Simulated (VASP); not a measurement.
# Be2C (Fm-3m) in VASP: further runs

Runs on Be2C. Level: PBE. Tasks: single point.

All numbers are computed with VASP 6.6.1; they aren't measurements. Logs are shortened: lines on timing, memory, paths and dates and some standing lists are left out, and cuts for length are marked.

## 1. Starting point

Symmetry: Fm-3m, No. 225, cubic system. The conventional cell has a = 4.330 Å, b = 4.330 Å, c = 4.330 Å, α = 90.00°, β = 90.00°, γ = 90.00°. Around Be (site symmetry -43m) lie 4 C at 1.87 Å. C (site symmetry m-3m) has 8 Be at 1.87 Å as nearest neighbours.

## 2. Single point, PBE

INCAR

```
  PREC = Accurate
  ENCUT = 520
  EDIFF = 1E-6
  ISMEAR = 0
  SIGMA = 0.01
  LREAL = False
  LASPH = True
  NELM = 100
  ALGO = Normal
  ISIF = 2
  LWAVE = False
  LCHARG = True
  GGA = PE
  LELF = True
  LVHAR = True
  NBANDS = 11
```

KPOINTS

```
Automatic mesh
0
Gamma
  7 7 7
```

POSCAR

```
Be2C
1.0
    0.0000000000      2.1650000000      2.1650000000
    2.1650000000      0.0000000000      2.1650000000
    2.1650000000      2.1650000000      0.0000000000
Be C
2 1
Direct
    0.2500000000      0.2500000000      0.2500000000
    0.7500000000      0.7500000000      0.7500000000
    0.0000000000      0.0000000000      0.0000000000
```

Potentials or basis: VASP PAW PBE potentials, release 64 (Be, C).

Command:

```
$ cat potpaw_PBE.64/Be/POTCAR potpaw_PBE.64/C/POTCAR > POTCAR
$ mpirun -np 1 vasp_std > vasp.out
```

OUTCAR:

```text
PREC = Accurate
   ENCUT = 520
   EDIFF = 1E-6
   ISMEAR = 0
   LREAL = False
   LASPH = True
   NELM = 100
   ISIF = 2
   GGA = PE

 ion  position               nearest neighbor table
   1  0.250  0.250  0.250-   3 1.87   3 1.87   3 1.87   3 1.87   2 2.17   2 2.17   2 2.17   2 2.17
                             2 2.17   2 2.17
   2  0.750  0.750  0.750-   3 1.87   3 1.87   3 1.87   3 1.87   1 2.17   1 2.17   1 2.17   1 2.17
                             1 2.17   1 2.17
   3  0.000  0.000  0.000-   2 1.87   2 1.87   2 1.87   1 1.87   2 1.87   1 1.87   1 1.87   1 1.87

  LATTYP: Found a face centered cubic cell.
 ALAT       =     4.3300000000

  Lattice vectors:

 A1 = (   0.0000000000,   2.1650000000,   2.1650000000)
 A2 = (   2.1650000000,   0.0000000000,   2.1650000000)
 A3 = (   2.1650000000,   2.1650000000,   0.0000000000)

Analysis of symmetry for initial positions (statically):
=====================================================================
 Subroutine PRICEL returns:
 Original cell was already a primitive cell.

 Routine SETGRP: Setting up the symmetry group for a
 face centered cubic supercell.

 Subroutine GETGRP returns: Found 48 space group operations
 (whereof 48 operations were pure point group operations)
 out of a pool of 48 trial point group operations.

The static configuration has the point symmetry O_h .

Analysis of symmetry for dynamics (positions and initial velocities):
=====================================================================
 Subroutine PRICEL returns:
 Original cell was already a primitive cell.

 Routine SETGRP: Setting up the symmetry group for a
 face centered cubic supercell.

 Subroutine GETGRP returns: Found 48 space group operations
 (whereof 48 operations were pure point group operations)
 out of a pool of 48 trial point group operations.

The dynamic configuration has the point symmetry O_h .

 Subroutine INISYM returns: Found 48 space group operations
 (whereof 48 operations are pure point group operations),
 and found     1 'primitive' translations

----------------------------------------------------------------------------------------

                                     Primitive cell

  volume of cell :      20.2957

  direct lattice vectors                    reciprocal lattice vectors
     0.000000000  2.165000000  2.165000000    -0.230946882  0.230946882  0.230946882
     2.165000000  0.000000000  2.165000000     0.230946882 -0.230946882  0.230946882
     2.165000000  2.165000000  0.000000000     0.230946882  0.230946882 -0.230946882

  length of vectors
     3.061772363  3.061772363  3.061772363     0.400011734  0.400011734  0.400011734

  position of ions in fractional coordinates (direct lattice)
     0.250000000  0.250000000  0.250000000
     0.750000000  0.750000000  0.750000000
     0.000000000  0.000000000  0.000000000

  ion indices of the primitive-cell ions
   primitive index   ion index
                 1           1
                 2           2
                 3           3

----------------------------------------------------------------------------------------

 KPOINTS: Automatic mesh

Automatic generation of k-mesh.
 Grid dimensions read from file:
 generate k-points for:    7    7    7

 Generating k-lattice:

  Cartesian coordinates                     Fractional coordinates (reciprocal lattice)
    -0.032992412  0.032992412  0.032992412     0.142857143  0.000000000  0.000000000
     0.032992412 -0.032992412  0.032992412     0.000000000  0.142857143  0.000000000
     0.032992412  0.032992412 -0.032992412     0.000000000  0.000000000  0.142857143

  Length of vectors
     0.057144533  0.057144533  0.057144533

  Shift w.r.t. Gamma in fractional coordinates (k-lattice)
     0.000000000  0.000000000  0.000000000

 Subroutine IBZKPT returns following result:
 ===========================================

 Found     20 irreducible k-points:

 Following reciprocal coordinates:
            Coordinates               Weight
  0.000000  0.000000  0.000000      1.000000
  0.142857  0.000000  0.000000      8.000000
  0.285714  0.000000  0.000000      8.000000
  0.428571  0.000000  0.000000      8.000000
  0.142857  0.142857  0.000000      6.000000
  0.285714  0.142857  0.000000     24.000000
[... 12 lines left out ...]
 -0.428571  0.428571  0.142857     24.000000
 -0.285714  0.428571  0.142857     24.000000
   k-points           NKPTS =     20   k-points in BZ     NKDIM =     20   number of bands    NBANDS=     11
   number of dos      NEDOS =    301   number of ions     NIONS =      3
   total plane-waves  NPLWV =  13824
   dimension x,y,z NGX =    24 NGY =   24 NGZ =   24
   dimension x,y,z NGXF=    48 NGYF=   48 NGZF=   48
   ions per type =               2   1
   NGX,Y,Z   is equivalent  to a cutoff of  13.03, 13.03, 13.03 a.u.
   NGXF,Y,Z  is equivalent  to a cutoff of  26.06, 26.06, 26.06 a.u.
 SYSTEM =  unknown system
   PREC   = accura    normal or accurate (medium, high low for compatibility)
   ISTART =      0    job   : 0-new  1-cont  2-samecut
   ICHARG =      2    charge: 1-file 2-atom 10-const
   ISPIN  =      1    spin polarized calculation?
   LNONCOLLINEAR =      F non collinear calculations
   LSORBIT =      F    spin-orbit coupling
   LASPH  =      T    aspherical Exc in radial PAW
   ENCUT  =  520.0 eV  38.22 Ry    6.18 a.u.   5.69  5.69  5.69*2*pi/ulx,y,z
   NELM   =    100;   NELMIN=  2; NELMDL= -5     # of ELM steps
   EDIFF  = 0.1E-05   stopping-criterion for ELM
   LREAL  =      F    real-space projection
   EDIFFG = 0.1E-04   stopping-criterion for IOM
   NSW    =      0    number of steps for IOM
   IBRION =     -1    ionic relax: 0-MD 1-quasi-New 2-CG
   NFREE  =      0    steps in history (QN), initial steepest desc. (CG)
   ISIF   =      2    stress and relaxation
   ISYM   =      2    0-nonsym 1-usesym 2-fastsym
   POTIM  = 0.5000    time-step for ionic-motion
   TEBEG  =    0.0;   TEEND  =   0.0 temperature during run
   PSTRESS=    0.0 pullay stress
   NELECT =       8.0000    total number of electrons
   NUPDOWN=      -1.0000    fix difference up-down
   EMIN   =  10.00;   EMAX   =-10.00  energy-range for DOS
   EFERMI =   0.00;   METHOD = LEGACY
   ISMEAR =     0;   SIGMA  =   0.01  broadening in eV -4-tet -1-fermi 0-gaus
   EFERMI_NEDOS =   21; number of points for ismear=-14 and -15
   IALGO  =     38    algorithm
   IMIX   =      4    mixing-type and parameters
     AMIX     =   0.40;   BMIX     =  1.00
     AMIX_MAG =   1.60;   BMIX_MAG =  1.00
  volume/ion in A,a.u.               =       6.77        45.65
  Fermi-wavevector in a.u.,A,eV,Ry     =   1.200338  2.268310 19.603432  1.440812
  Thomas-Fermi vector in A             =   2.336177
   LORBIT       =      0    0 simple, 1 ext, 2 COOP (PROOUT), +10 PAW based schemes
   GGA     = PE    functional components
   LHFCALC =     F    Hartree Fock is set to
   AEXX    =    0.0000 exact exchange contribution
   IVDW    =     0    specifies the selected vdW correction
   LEPSILON=     F    determine dielectric tensor
   LRPA    =     F    only Hartree local field effects (RPA)
 non-spin polarized calculation
 Gauss-broadening in eV      SIGMA  =   0.01
  energy-cutoff  :      520.00
  volume of cell :       20.30
 maximum number of plane-waves:       556
   NGX = 11   NGY = 11   NGZ = 11

 number of electron       8.0000000 magnetization

 Free energy of the ion-electron system (eV)
  ---------------------------------------------------
  ext. energy  EPLUGINS =         0.00000000
  ---------------------------------------------------
  free energy    TOTEN  =       -17.45410696 eV

  energy without entropy =      -17.45410696  energy(sigma->0) =      -17.45410696

 E-fermi :   7.8186     XC(G=0): -11.4362

 val. band max:        7.7251716359   @ k =   0.0000   0.0000   0.0000
 cond. band min:       9.1187497172   @ k =   0.4286   0.4286   0.0000
 fundamental gap:      1.3935780813
 Fermi energy:         7.8185693472

 k-point     1 :       0.0000    0.0000    0.0000
  band No.  band energies     occupation
      1      -7.3112      2.00000
      2       7.7252      2.00000
      3       7.7252      2.00000
      4       7.7252      2.00000
      5      11.8506      0.00000
      6      11.8506      0.00000
      7      11.8506      0.00000
      8      14.4693      0.00000
      9      20.8883      0.00000
     10      20.8883      0.00000
     11      20.8883      0.00000

 k-point     2 :       0.1429    0.0000    0.0000
  band No.  band energies     occupation
      1      -6.9865      2.00000
      2       5.4322      2.00000
      3       7.1769      2.00000
      4       7.1769      2.00000
      5      12.6373      0.00000
      6      12.6373      0.00000
      7      13.1183      0.00000
      8      15.2386      0.00000
      9      19.3076      0.00000
     10      19.3076      0.00000
     11      21.6590      0.00000

 k-point     3 :       0.2857    0.0000    0.0000
  band No.  band energies     occupation
      1      -6.0460      2.00000
      2       2.0918      2.00000
      3       6.3868      2.00000
      4       6.3868      2.00000
      5      13.2049      0.00000
      6      13.2049      0.00000
      7      14.0890      0.00000
      8      16.6505      0.00000
      9      19.3177      0.00000
     10      19.3177      0.00000
     11      23.4117      0.00000
[... 211 lines left out ...]
 k-point    19 :      -0.4286    0.4286    0.1429
  band No.  band energies     occupation
      1      -3.8119      2.00000
      2       1.2472      2.00000
      3       2.5861      2.00000
      4       2.6219      2.00000
      5      11.3041      0.00000
      6      14.7221      0.00000
      7      17.4818      0.00000
      8      20.5101      0.00000
      9      21.2584      0.00000
     10      22.5947      0.00000
     11      25.0455      0.00000

 k-point    20 :      -0.2857    0.4286    0.1429
  band No.  band energies     occupation
      1      -3.4873      2.00000
      2       0.8670      2.00000
      3       1.7036      2.00000
      4       3.0021      2.00000
      5      12.6532      0.00000
      6      16.2049      0.00000
      7      17.2855      0.00000
      8      18.1029      0.00000
      9      21.1737      0.00000
     10      21.4737      0.00000
     11      25.2650      0.00000

------------------------ aborting loop because EDIFF is reached ----------------------------------------

  FORCE on cell =-STRESS in cart. coord.  units (eV):
  Direction    XX          YY          ZZ          XY          YZ          ZX
  --------------------------------------------------------------------------------------
  -------------------------------------------------------------------------------------
  Total        0.0203760      0.0203760      0.0203760     -0.0000000     -0.0000000      0.0000000
  in kB        1.6085145      1.6085145      1.6085145     -0.0000000     -0.0000000      0.0000000
  external PRESSURE =       1.6085145 kB  Pullay stress =       0.0000000 kB

 VOLUME and BASIS-vectors are now :
 -----------------------------------------------------------------------------
  energy-cutoff  :      520.00
  volume of cell :       20.30
      direct lattice vectors                 reciprocal lattice vectors
     0.000000000  2.165000000  2.165000000    -0.230946882  0.230946882  0.230946882
     2.165000000  0.000000000  2.165000000     0.230946882 -0.230946882  0.230946882
     2.165000000  2.165000000  0.000000000     0.230946882  0.230946882 -0.230946882

 POSITION                                       TOTAL-FORCE (eV/Angst)
 -----------------------------------------------------------------------------------
      1.08250      1.08250      1.08250        -0.000000     -0.000000     -0.000000
      3.24750      3.24750      3.24750         0.000000      0.000000      0.000000
      0.00000      0.00000      0.00000         0.000000      0.000000     -0.000000
 -----------------------------------------------------------------------------------
    total drift:                               -0.000000     -0.000000      0.000000

  FREE ENERGIE OF THE ION-ELECTRON SYSTEM (eV)
  ---------------------------------------------------
  free  energy   TOTEN  =       -17.4541069583 eV

  energy  without entropy=      -17.4541069583  energy(sigma->0) =      -17.45410696
```

It took 3.5 s on 1 thread of AMD EPYC 9R45 (Zen 5), shared host; peak memory 0.1 GiB.

Results:

```yaml
Free_energy: -17.4541 eV
Pressure: 0.2 GPa
Band_gap_on_the_k_mesh: 1.39 eV, indirect (least direct gap 4.13 eV)
```

Caveat: an odd mesh through Γ misses points on the zone boundary, where band edges often lie. Expect the measured gap to be larger: semilocal functionals such as PBE lack the derivative discontinuity.

## 3. Single point, PBE

INCAR

```
SYSTEM = Be2C
PREC = Accurate
ENCUT = 520
EDIFF = 1E-6
ISMEAR = 0
SIGMA = 0.01
LREAL = .FALSE.
LASPH = .TRUE.
NELM = 100
ALGO = Fast
ISIF = 2
LWAVE = .FALSE.
LCHARG = .FALSE.
GGA = PE
NBANDS = 11
```

KPOINTS

```
Automatic mesh
0
G
  7 7 7
  0 0 0
```

POSCAR is that of step 2.

Potentials or basis: VASP PAW PBE potentials, release 64 (Be, C).

Command:

```
$ cat potpaw_PBE.64/Be/POTCAR potpaw_PBE.64/C/POTCAR > POTCAR
$ mpirun -np 1 vasp_std > vasp.out
```

Run time: 3.8 s. Hardware: 1 thread of AMD EPYC 9R45 (Zen 5), shared host; peak memory 0.1 GiB.

The run converged. Its results:

| Item | Value |
| --- | --- |
| Free energy | -17.4541 eV |
| Pressure | 0.1 GPa |
| Band gap on the k mesh | 1.39 eV, indirect (least direct gap 4.12 eV) |

Levels at points of the mesh, in eV from the valence-band top:
```csv
k point,band 1,band 2,band 3,band 4,band 5,band 6,band 7,band 8,band 9
"(0.00, 0.00, 0.00)",-15.04,0.00,0.00,0.00,4.12,4.12,4.12,6.74,13.16
```

Caveat: an odd mesh through Γ misses points on the zone boundary, where band edges often lie.
